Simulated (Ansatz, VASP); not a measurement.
## MgI2: VASP beside Ansatz

```
I Mg
1.0
     4.16742    0.00000    0.00000
    -2.08371    3.60909    0.00000
     0.00000    0.00000    6.92556
I Mg
2 1
Direct
  0.66667 0.33333 0.75000
  0.33333 0.66667 0.25000
  0.00000 0.00000 0.00000
```

Change from the starting cell: volume scaled by 1.02.

Alike in both runs: task single point; functional PBEsol; k mesh 8 × 8 × 4; occupations fermi-dirac, width 0.05 eV; no spin polarisation.

|  | VASP | Ansatz |
| --- | --- | --- |
| version | VASP 6.6.1 | Ansatz 0.2.0 |
| potentials or method | VASP PAW PBE potentials, release 64 (I, Mg) | Ansatz PAW |
| plane-wave cutoff (eV) | 520 | 420 |
| valence electrons in the cell | 16 | 44 |

Ansatz gave:

* gap on the k mesh at the Fermi level (eV): 3.41
* least direct gap on the mesh (eV): 3.44
* pressure (GPa): -1.3
* largest component of the traceless stress (GPa): 0.28
* rms of the force components (eV/Å): 0.177

**Question.** Estimate VASP's values.

**Answer.** gap on the k mesh at the Fermi level (eV): 3.40; least direct gap on the mesh (eV): 3.43; pressure (GPa): -1.4; largest component of the traceless stress (GPa): 0.28; rms of the force components (eV/Å): 0.179.

Atom by atom the forces differ by 0.003 eV/Å (rms over components). The two sets of potentials don't hold the same shells in valence.

Caveats: spin-orbit coupling is left out, which moves the levels of the heavy elements; the cell's inner coordinates are idealised or old, which leaves forces on the atoms; this functional lacks dispersion, which binds the layers, so the pressure and a relaxed spacing across them are unreliable; the PAW data sets were made with another functional, which shifts forces and pressure a little (VASP); the PAW data sets come from PBE, with cores solved anew for the run's functional, which leaves a small shift of forces and pressure (Ansatz). A k mesh can miss the band edges.
